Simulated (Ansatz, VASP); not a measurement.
# Rh: VASP beside Ansatz

INCAR

```
SYSTEM = Rh
  PREC = Accurate
  ENCUT = 520
  EDIFF = 1E-6
  ISMEAR = 1
  SIGMA = 0.1
  LREAL = .False.
  LASPH = .True.
  NELM = 100
  ALGO = Normal
  ISIF = 2
  LWAVE = .False.
  LCHARG = .True.
  LELF = .True.
  LVHAR = .True.
  NBANDS = 22
```

KPOINTS

```
Automatic mesh
0
Gamma
  8 8 5
  0 0 0
```

Contents of POSCAR:

```
Rh
1.0
    2.6935700000      0.0175500000     -0.0015500000
   -1.3315900000      2.3648000000      0.0252000000
   -0.0025100000      0.0457300000      4.3786300000
Rh
2
Direct
    0.6694992696      0.3371280461      0.7370118684
    0.3456700000      0.6856400000      0.2618800000
```

Input for Ansatz:

```yaml
crystal:
  lattice:
    - [2.69357, 0.01755, -0.00155]
    - [-1.33159, 2.3648, 0.0252]
    - [-0.00251, 0.04573, 4.37863]
  atoms:
    - { symbol: Rh, position: [0.6694992695674444, 0.3371280461245562, 0.7370118684395555] }
    - { symbol: Rh, position: [0.34567, 0.68564, 0.26188] }
basis:
  ecutwfc: 540.0
  xc_grid: 2
kpoints:
  mp_grid:
    grid: [8, 8, 5]
hamiltonian:
  xc: lda
scf:
  convergence:
    dr2_threshold: 1.0e-09
  occupations:
    method: methfessel_paxton
output:
  forces: true
  stress: true
```

This isn't the form of Rh at room conditions, which is fcc.

Alike in both runs: task single point; functional LDA; k mesh 8 × 8 × 5; no spin polarisation.

|  | VASP | Ansatz |
| --- | --- | --- |
| version | VASP 6.6.1 | Ansatz 0.2.0 |
| potentials or method | VASP PAW LDA potentials, release 64 (Rh_pv) | plane waves, PAW |
| plane-wave cutoff (eV) | 520 | 540 |
| occupations | methfessel-paxton of order 1, width 0.1 eV | methfessel-paxton of order 1 |
| valence electrons in the cell | 30 | 34 |

|  | VASP | Ansatz | Ansatz less VASP |
| --- | --- | --- | --- |
| pressure (GPa) | -11.6 | -12.3 | -0.77 |
| largest component of the traceless stress (GPa) | 2.15 | 2.11 | -0.037 |
| rms of the force components (eV/Å) | 0.586 | 0.575 | -0.0105 |

Atom by atom the forces differ by 0.011 eV/Å (rms over components). The two sets of potentials don't hold the same shells in valence. Ansatz warned: «stress_scf_threshold_loose».

Caveats: forces of over 1 eV/Å show positions far from the minimum, so gaps and moduli don't describe the material at rest.
